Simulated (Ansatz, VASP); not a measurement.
## Two plane-wave programs on Rh

```xyz
2
Lattice="2.7244 0.0000 0.0000 -1.3622 2.3594 0.0000 0.0000 0.0000 4.3911" Properties=species:S:1:pos:R:3 pbc="T T T"
Rh    0.0000    1.5730    1.0978
Rh    1.3622    0.7865    3.2934
```

Alike in both runs: functional PBE; k mesh 17 × 17 × 10; occupations fermi-dirac, width 0.05 eV; non-collinear spin, spin-orbit coupling.

Ansatz relaxed the structure, and its values are those at the end. VASP's run is a single point on that final structure, the one shown.

|  | VASP | Ansatz |
| --- | --- | --- |
| version | VASP 6.6.1 | Ansatz 0.2.0 |
| potentials or method | VASP PAW PBE potentials, release 64 (Rh_pv) | PAW with Ansatz's default frozen-core files, fully relativistic files with spin-orbit coupling |
| plane-wave cutoff (eV) | 520 | 420 |
| valence electrons in the cell | 30 | 34 |

```tsv
	VASP	Ansatz	Ansatz less VASP
pressure (GPa)	0.2	0.0	-0.18
net moment per atom (μB)	0.00	0.00	0.000
```

The two sets of potentials don't hold the same shells in valence.
